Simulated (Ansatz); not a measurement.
## GaN: band structure with HISS

**The experiment to reproduce.**

“Studying electronic properties in GaN without electrical contacts using γ-γ vs e−-γ Perturbed Angular Correlations”, 2019, pmc:6823545 quotes, for a bulk crystal of GaN: band gap 3.503 ± 0.005 eV (direct).

The system is GaN.

```
Ga N
1.0
     3.18000    0.00000    0.00000
    -1.59000    2.75396    0.00000
     0.00000    0.00000    5.16600
Ga N
2 2
Direct
  0.66667 0.33333 0.50000
  0.33333 0.66667 0.00000
  0.66667 0.33333 0.87500
  0.33333 0.66667 0.37500
```

```
Program                             : Ansatz 0.2.0
Task                                : band structure
Functional                          : HISS
Potentials or basis                 : Ansatz PAW
Cutoff                              : 420 eV (not typed: the program's choice for these potentials)
k mesh                              : 6 × 6 × 3
Occupations                         : fermi-dirac, width 0.05 eV
Spin                                : no spin polarisation
Path                                : [["G", "M", "K", "G", "A", "L", "H", "A"], ["L", "M"], ["K", "H"]]
Points for each segment of the path : 4
```

```
Pressure                : -3.3 GPa
Largest force           : 0.161 eV/Å
Band gap on the k mesh  : 4.08 eV, direct
Band gap along the path : 4.08 eV, direct
```

Forces in eV/Å, atoms in the order of the input:
```
Ga   0.000  0.000 -0.161
Ga   0.000  0.000 -0.161
N    0.000  0.000  0.161
N    0.000  0.000  0.161
```

Stress tensor (GPa, compression positive):
```
-3.84  0.00  0.00
 0.00 -3.84  0.00
 0.00  0.00 -2.23
```

Levels at the corners of the path, in eV from the valence-band top:
```tsv
point	band 15	band 16	band 17	band 18	band 19	band 20	band 21	band 22
Γ	-1.22	-0.07	0.00	0.00	4.08	6.52	11.88	12.27
M	-4.79	-3.17	-2.49	-1.13	7.03	7.74	8.18	11.43
K	-5.92	-3.42	-3.42	-3.08	6.89	10.56	10.56	10.71
Γ	-1.22	-0.07	0.00	0.00	4.08	6.52	11.88	12.27
A	-0.63	-0.63	-0.63	-0.63	6.50	6.50	10.93	10.93
L	-2.23	-2.23	-2.18	-2.18	6.39	6.39	10.18	10.18
H	-4.73	-4.73	-1.72	-1.72	8.76	8.76	9.40	9.40
A	-0.63	-0.63	-0.63	-0.63	6.50	6.50	10.93	10.93
L	-2.23	-2.23	-2.18	-2.18	6.39	6.39	10.18	10.18
M	-4.79	-3.17	-2.49	-1.13	7.03	7.74	8.18	11.43
K	-5.92	-3.42	-3.42	-3.08	6.89	10.56	10.56	10.71
H	-4.73	-4.73	-1.72	-1.72	8.76	8.76	9.40	9.40
```

It took 4.5 min on 2 threads of Arm Neoverse V1, with other jobs on the host, peak memory 1.2 GiB.

A measured gap of GaN is 3.503 eV (direct; quoted in “Studying electronic properties in GaN without electrical contacts using γ-γ vs e−-γ Perturbed Angular Correlations”, 2019, pmc:6823545); the calculated 4.08 eV misses it by +0.58 eV. Spin-orbit coupling on Ga is left out. The value is that of HISS, without temperature or zero-point motion.

Caveat: the pressure holds a Pulay correction of +0.5 GPa for the finite cutoff; the PAW data sets come from PBE, with cores solved anew for the run's functional, which leaves a small shift of forces and pressure; the thresholds are loose for stress.
